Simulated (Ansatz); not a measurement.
The system is ZnS (Wurtzite-2H).

```xyz
4
Lattice="3.8110 0.0000 0.0000 -1.9055 3.3004 0.0000 0.0000 0.0000 6.2340" Properties=species:S:1:pos:R:3 pbc="T T T"
Zn    1.9055    1.1001    3.1170
Zn    0.0000    2.2003    0.0000
S     1.9055    1.1001    5.5171
S     0.0000    2.2003    2.4001
```

Base run:

```yaml
Program: Ansatz 0.2.0
Functional: LDA
Potentials_or_basis: all-electron LAPW, scalar-relativistic
Cutoff: 265 eV
Density_cutoff: 1061 eV
Basis_error_allowed: 0.002 eV/atom
k_mesh: 8 × 8 × 5
Occupations: fermi-dirac, width 0.05 eV
Spin: no spin polarisation
```

Its results: band gap on the k mesh 1.99 eV, direct; pressure -3.9 GPa; largest force 0.295 eV/Å.

Problem. After a change of settings the same cell gave: band gap on the k mesh 2.25 eV, direct; pressure 2.3 GPa; largest force 0.319 eV/Å. Which change was it?
A. functional from LDA to PBEsol; basis error allowed from 0.002 eV/atom to 0.001 eV/atom
B. functional from LDA to PBEsol; potentials or basis from all-electron LAPW, scalar-relativistic to all-electron LAPW, non-relativistic
C. functional from LDA to PBE
D. functional from LDA to PBEsol; potentials or basis from all-electron LAPW, scalar-relativistic to all-electron PAW datasets made for the crystal

Solution. C.

PBE binds less tightly than LDA, so the same cell stands under more pressure.

Not every run made on this cell is shown here.
